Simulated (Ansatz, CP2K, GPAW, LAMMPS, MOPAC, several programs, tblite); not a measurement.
# Many methods on one cell: NaCl (h-MgO type)

NaCl built on the h-MgO prototype, relaxed with r2SCAN in Ansatz, was computed with several methods. The symmetry is P6_3/mmc (No. 194, hexagonal); a = 4.721 Å, c = 5.570 Å in the conventional setting, 26.88 Å³ an atom. Na has 5 Cl at 2.73–2.78 Å; Cl has 5 Na at 2.73–2.78 Å. The structure was generated, not taken from experiment, and needn't be the ground state; spin polarisation is off.

```yaml
crystal:
  lattice:
    - [4.72106, 0.00000, 0.00000]
    - [-2.36053, 4.08855, 0.00000]
    - [0.00000, 0.00000, 5.56977]
  atoms:
    - { symbol: Na, position: [0.33333, 0.66667, 0.25000] }
    - { symbol: Na, position: [0.66667, 0.33333, 0.75000] }
    - { symbol: Cl, position: [0.66667, 0.33333, 0.25000] }
    - { symbol: Cl, position: [0.33333, 0.66667, 0.75000] }
```

Gaps and times are for a single point on this cell; volume and bulk modulus come from each method's own relaxation or energy curve at fixed shape, which is too stiff where a cell has free coordinates or axes. Times are rough, from shared hosts (Arm Neoverse V1), and each method has its own mesh and cell size. A double dagger marks a value from a curve with shape and coordinates held. PM6 (MOPAC), PM7 (MOPAC), GFN1-xTB (tblite), GFN2-xTB (tblite) treat a cluster of cells at its zone centre, which samples few k points: where these miss a band edge, the gap comes out too large for that reason alone. Gaps from k meshes are read at a limited set of points (mesh, symmetry points, PBE's band edges), so each method's own least gap may be somewhat smaller. Force fields have no electrons; where one was fitted to this phase, its volume and modulus reflect the fit. xTB and the PM methods were fitted mostly to molecules, and can miss a solid's gap by electronvolts. Minimal bases can be far off for gaps. GLLB-SC's gap includes the derivative discontinuity. d marks a direct gap, i an indirect one (no mark: not told apart), a dash a value that wasn't computed or didn't pass its checks.

```csv
method,kind,gap (eV),own volume (Å³/atom),bulk modulus (GPa),atoms computed,processor time
ffield.eim (LAMMPS),force field,–,–,–,4,0.12 s
light PBE (260 eV and a coarse mesh),light plane-wave,4.83 d,–,–,4,0.95 s
GFN1-xTB (tblite),tight binding,3.94,24.51‡,15‡,32,1.8 s
PM7 (MOPAC),semi-empirical,14.36,–,–,32,1.9 s
PM6 (MOPAC),semi-empirical,10.95,–,–,32,2.2 s
GFN2-xTB (tblite),tight binding,3.11,28.06‡,11‡,32,2.7 s
PBE,semilocal,4.84 d,27.96,19‡,4,4.4 s
PBE/SZV (CP2K),small basis,3.86 d,–,–,4,9.7 s
r2SCAN,semilocal,5.46 d,26.88,21‡,4,11 s
PBE/DZVP (CP2K),small basis,4.79 d,–,–,4,13 s
GLLB-SC (GPAW),model potential,9.36,–,–,4,100 s
PBE/single zeta (GPAW),small basis,4.66 d,–,–,4,2.2 min
```

Against r2SCAN (5.46 eV) and with closed or daggered gaps left aside, the nearest gap at the points sampled is that of PBE (-0.62 eV) and the farthest that of PM7 (MOPAC) (+8.90 eV). r2SCAN is only a yardstick of convenience: semilocal gaps usually lie below measured ones, which GLLB-SC and hybrids aim to mend.

Volumes against r2SCAN's: PBE +4.0 %.

Relaxed on its own, the cell leaves this structure with ffield.eim (LAMMPS), so no volume is listed.
